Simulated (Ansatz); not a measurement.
Consider the substitution at a C–Zn bond: diethylzinc + `BNB` → `BN(B)CC` + `C[CH2][ZnH]`.

Isolated molecules relaxed with PBE0-D4/def2-TZVP in Ansatz; ΔE leaves out vibrations. CBS: MP2 limit from def2 TZ/QZ plus the TZ coupled-cluster correction, frozen cores. DFT in def2-TZVPP. For Zn outer-core shells are correlated without core-valence functions, which leaves a few kJ/mol of doubt a bond. Scalar relativity is left out up to krypton. One conformer a species, not always the lowest.

Q: Is it downhill or uphill in electronic energy at CCSD(T)/CBS, and by how much? (Estimate.)

A: Ansatz gave: Uphill: ΔE = +35.7 kJ/mol.

Q: What do these levels give: LDA (SPW92), revPBE-D4, r2SCANh-D4, BLYP, RPA@PBE/def2-TZVPP, HF/def2-TZVPP? (Best estimate.)

A: The calculation gave: LDA (SPW92) 25.5, revPBE-D4 28.8, r2SCANh-D4 34.0, BLYP 42.6, RPA@PBE/def2-TZVPP 28.6, HF/def2-TZVPP 26.8 kJ/mol.

Largest T1 diagnostic among the species: 0.013.

Leaving LDA and LC-ωPBE aside and taking each functional with its dispersion term where it has one, the values, not all of them listed here, spread over 12.3 kJ/mol, from B97M-V to B2PLYP. LDA lies −13.7 kJ/mol from PBE without D4. In def2-TZVPP, CCSD(T) changes the Hartree–Fock value by +4.9 kJ/mol (the triples alone add +0.1 kJ/mol) and MP2 by +10.8 kJ/mol.
